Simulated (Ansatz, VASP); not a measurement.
# Two plane-wave programs on WSe4

```
CELL_PARAMETERS angstrom
5.48011 0.00000 0.00000
0.00000 5.48011 0.00000
0.00000 0.00000 5.48011
ATOMIC_POSITIONS crystal
W 0.00000 0.00000 0.00000
Se 0.24445 0.24445 0.24445
Se 0.75555 0.75555 0.24445
Se 0.24445 0.75555 0.75555
Se 0.75555 0.24445 0.75555
```

Change from the starting cell: species swapped into the SnI4 type (P-43m, No. 215).

Alike in both runs: functional PBE; k mesh 4 × 4 × 4; occupations gaussian, width 0.1 eV; no spin polarisation.

Ansatz relaxed the structure, and its values are those at the end. VASP's run is a single point on that final structure, the one shown.

```csv
,VASP,Ansatz
version,VASP 6.6.1,Ansatz 0.2.0
potentials or method,"VASP PAW PBE potentials, release 64 (W_sv, Se)","scalar-relativistic, plane waves, PAW"
plane-wave cutoff (eV),520,420
valence electrons in the cell,38,78
```

Ansatz gave:

```
gap on the k mesh at the Fermi level (eV) : none
pressure (GPa)                            : -0.1
rms of the force components (eV/Å)        : 0.018
```

Q: Estimate VASP's values.

A: gap on the k mesh at the Fermi level (eV): none; pressure (GPa): 0.0; rms of the force components (eV/Å): 0.001.

A gap of «none» marks a metal or a gap that the smearing closes. The functional is the same, so the differences come from potentials, cutoffs and numerics. The two sets of potentials don't hold the same shells in valence.

The runs have no spin-orbit coupling, so splittings on W are missing.
